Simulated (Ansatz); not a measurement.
Base system: SrF$_{2}$ in the fluorite structure (space group Fm-3m, No. 225).

```
CELL_PARAMETERS angstrom
      0.00000     2.92864     2.92864
      2.92864     0.00000     2.92864
      2.92864     2.92864     0.00000
ATOMIC_POSITIONS crystal
  Sr 0.00000 0.00000 0.00000
  F  0.25000 0.25000 0.25000
  F  0.75000 0.75000 0.75000
```

Cartesian axes are those of the cell as printed.

All numbers come from PBE, PAW, 420 eV (Ansatz, a first-principles code; without spin-orbit coupling).

The change: the cell is stretched by 1.40 % along y with no lateral relaxation; the atoms relax in the strained cell.

**Question.** Predict the stress tensor and what it implies for the stiffness.

**Answer.** Stress of the strained cell less that of the base (GPa, compression positive):
```
  -0.52    0.00    0.00
   0.00   -1.58    0.00
   0.00    0.00   -0.52
```

Then −Δσ_ii/ε with ε = 0.0140 gives secant stiffness values (nonlinear terms included at this strain): C22 ≈ 113 GPa, C12 ≈ 37 GPa and C23 ≈ 37 GPa.

Stability against distortions was not tested.
